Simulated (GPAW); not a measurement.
Runs of GPAW 26.7.0 on TePb. It takes space group Fm-3m (No. 225, cubic). The conventional cell has a = 6.462 Å, b = 6.462 Å, c = 6.462 Å, α = 90.00°, β = 90.00°, γ = 90.00°. Around Pb (site symmetry m-3m) lie 6 Te at 3.23 Å. Around Te (site symmetry m-3m) lie 6 Pb at 3.23 Å. 

```csv
level,potentials or basis,cell,smearing,optimizer,fmax,max steps,eigensolver,target pressure,pressure (GPa),relaxed volume (Å³/atom)
PBEsol+D4,"PAW data sets generated in the run's folder for this functional, pw",relaxed,fermi-dirac 0.05 eV,LBFGS,0.01 eV/Å,100,-,-,0.0,(a)
revPBE+D3(BJ),"the program's PAW data sets (release 1.2.1) made for this functional, pw",relaxed,fermi-dirac 0.05 eV,BFGS,0.01 eV/Å,40,-,-,0.0,33.13
BLYP+D3(BJ),"PAW data sets generated in the run's folder for this functional, pw",relaxed,fermi-dirac 0.05 eV,FIRE,0.02 eV/Å,100,davidson,-,0.1,33.89
RPBE+D4,"the program's PAW data sets (release 1.2.1) made for this functional, pw",relaxed to 2 GPa,fermi-dirac 0.05 eV,BFGS,0.02 eV/Å,60,-,2 GPa,2.0,-
LDA,"the program's PAW data sets (release 1.2.1) made for this functional, pw",relaxed to 1 GPa,gaussian 0.01 eV,BFGS,0.02 eV/Å,60,-,1 GPa,1.0,-
```

Alike in all rows: task relaxation of cell and atoms; no spin polarisation; k mesh 7 × 7 × 7; cutoff (eV) 600.

Task: Estimate the missing entries.

Result: (a) 32.37.

Caveats: later steps reuse the first step's grids.

Runs at the PBE level aren't shown here.
